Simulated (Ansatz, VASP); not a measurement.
**One calculation of Sb, two programs**

```
CELL_PARAMETERS angstrom
3.36900 0.00000 0.00000
-1.68450 2.91764 0.00000
0.00000 0.00000 5.33000
ATOMIC_POSITIONS crystal
Sb 0.33333 0.66667 0.25000
Sb 0.66667 0.33333 0.75000
```

Alike in both runs: task relaxation of cell and atoms; functional PBEsol; k mesh 18 × 18 × 10; occupations gaussian, width 0.1 eV; no spin polarisation.

```csv
,VASP,Ansatz
version,VASP 6.6.1,Ansatz 0.2.0
potentials or method,"VASP PAW PBE potentials, release 64 (Sb)","scalar-relativistic, plane waves, PAW"
plane-wave cutoff (eV),600,420
valence electrons in the cell,10,30
```

|  | VASP | Ansatz | Ansatz less VASP |
| --- | --- | --- | --- |
| gap on the k mesh at the Fermi level, each at its own relaxed structure (eV) | none | none | - |
| relaxed volume (Å³/atom) | 26.14 | 26.15 | +0.007 |
| relaxed cell length with the largest relative difference (Å) | 3.315 | 3.316 | +0.0008 |
| energy change over the relaxation (meV/atom) | -6 | -6 | 0.0 |

A gap of «none» marks a metal or a gap that the smearing closes. The two sets of potentials don't hold the same shells in valence.

Caveats: the PAW data sets were made with another functional, which shifts forces and pressure a little (VASP). Spin-orbit coupling is left out, which matters for the levels of Sb.
